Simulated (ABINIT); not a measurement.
Sb in ABINIT: the effect of functional

The system is Sb.

```
Sb
1.0
     3.16000    0.00000    0.00000
     0.00000    3.16000    0.00000
     0.00000    0.00000    3.16000
Sb
1
Cartesian
  0.0000 0.0000 0.0000
```

This isn't the form of Sb at room conditions, which is rhombohedral.

Alike in all runs:

```yaml
Program: ABINIT 10.8.3 (patched build)
Task: single point
Potentials_or_basis: JTH PAW PBE v2.0
Cutoff: 517 eV
k_mesh: 8 × 8 × 8
Occupations: fermi-dirac, width 0.05 eV
Spin: no spin polarisation
```

Problem. One run gave: pressure -3.4 GPa. Which functional did it use?
A. RPBE
B. BLYP
C. WC
D. r2SCAN
E. PBEsol

Solution. D.

```csv
functional,pressure (GPa)
PBE,-2.5
LDA,-5.9
PBEsol,-4.9
RPBE,-1.3
BLYP,1.4
AM05,-4.8
r2SCAN,-3.4
SCAN,-4.7
revPBE,-1.6
PW91,-2.5
WC,-4.7
```

Caveats: the PAW data sets were made with another functional, which shifts forces and pressure a little (some runs).
